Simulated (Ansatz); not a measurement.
Space group P6_3/mmc (No. 194). a = 4.058 Å, b = 4.058 Å, c = 6.693 Å, α = 90.00°, β = 90.00°, γ = 120.00°
```csv
atom,site,symmetry,x,y,z
Ge,4f,3m.,0.6667,0.3333,0.0628
```

Equation of state of this Ge structure (not necessarily the ground state), with shape and atoms relaxed at each volume where symmetry leaves them free. The calculation used DFT PBE, scalar-relativistic, plane waves, PAW (Ansatz).

Settings: cutoff 420 eV, Γ-centred mesh 12×12×6 on the computed 4-atom cell, Gaussian smearing of 0.10 eV; no spin polarisation.

```csv
V (Å³/atom),E − E(largest V) (meV/atom),P (GPa),gap on mesh (eV)
20.999,44.32,10.27,0.02
21.715,5.98,6.99,0.00
22.431,-18.91,4.24,0.00
23.147,-32.58,1.95,0.00
23.863,-36.83,0.00,0.00
24.579,-33.06,-1.64,0.00
25.294,-22.58,-3.01,0.00
26.249,0.00,-4.51,0.00
```

Fit a third-order Birch–Murnaghan equation to E(V).

V0 = 23.86 Å³/atom, B0 = 59 GPa, B0' = 4.7.

This form isn't the element's structure at ambient conditions.